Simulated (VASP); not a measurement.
## H4C: single point with LDA

The system is H4C.

```
H C
1.0
    -2.47892    2.47892    2.47892
     2.47892   -2.47892    2.47892
     2.47892    2.47892   -2.47892
H C
4 1
Cartesian
  1.8501 1.8501 -1.8501
  -1.8501 1.8501 1.8501
  1.8501 -1.8501 1.8501
  0.6289 0.6289 0.6289
  0.0000 0.0000 0.0000
```

The cell comes from a database or a generator and needn't be the stable form of this composition.

- Program: VASP 6.6.1
- Task: single point
- Functional: LDA
- Potentials or basis: VASP PAW LDA potentials, release 64 (H, C)
- Cutoff: 520 eV
- k mesh: 6 × 6 × 6
- Occupations: gaussian, width 0.1 eV
- Spin: no spin polarisation

| Property | Result |
| --- | --- |
| Pressure | 0.6 GPa |
| Largest force | 0.382 eV/Å |
| Band gap on the k mesh | 7.29 eV, direct |

Forces on the atoms (eV/Å):
```
H   -0.220 -0.220  0.220
H    0.220 -0.220 -0.220
H   -0.220  0.220 -0.220
H    0.220  0.220  0.220
C    0.000  0.000  0.000
```

Levels at points of the mesh, in eV from the valence-band top:
```
           k point  band 2  band 3  band 4  band 5  band 6  band 7
(0.00, 0.00, 0.00)    0.00    0.00    0.00    7.29   12.23   12.23
(0.50, 0.00, 0.00)   -0.83   -0.27   -0.02    9.29   10.70   10.95
(0.50, 0.50, 0.50)   -0.58   -0.58   -0.58   10.40   10.40   13.37
```

Wall time 10 s on 1 thread of AMD EPYC 7R13 Processor (Zen 3), with other jobs on the host, peak memory 0.11 GiB.

A k mesh can miss the band edges. As with any semilocal functional, this LDA gap is likely too small.
